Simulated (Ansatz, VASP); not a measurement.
## Al3GaAs4 in VASP and in Ansatz

```
Al Ga As
1.0
     5.73277    0.00000    0.00000
     0.00000    5.73277    0.00000
     0.00000    0.00000    5.73277
Al Ga As
3 1 4
Direct
  0.00000 0.50000 0.50000
  0.50000 0.50000 0.00000
  0.50000 0.00000 0.50000
  0.00000 0.00000 0.00000
  0.74912 0.74912 0.25088
  0.74912 0.25088 0.74912
  0.25088 0.74912 0.74912
  0.25088 0.25088 0.25088
```

Alike in both runs: task single point; functional PBE; k mesh 2 × 2 × 2; occupations gaussian, width 0.1 eV; no spin polarisation.

```csv
,VASP,Ansatz
version,VASP 6.6.1,Ansatz 0.2.0
potentials or method,"VASP PAW PBE potentials, release 64 (Al, Ga_d, As)","scalar-relativistic, plane waves, PAW"
plane-wave cutoff (eV),520,420
valence electrons in the cell,42,82
```

|  | VASP | Ansatz | Ansatz less VASP |
| --- | --- | --- | --- |
| gap on the k mesh at the Fermi level (eV) | 1.01 | 1.01 | +0.005 |
| least direct gap on the mesh (eV) | 1.15 | 1.15 | +0.001 |
| pressure (GPa) | 0.3 | 0.2 | -0.16 |
| rms of the force components (eV/Å) | 0.007 | 0.006 | -0.0011 |

Atom by atom the forces differ by 0.001 eV/Å (rms over components). The two sets of potentials don't hold the same shells in valence.

Caveats: the k mesh is coarse (spacing up to 0.55 Å⁻¹), so the values aren't converged. A k mesh can miss the band edges.
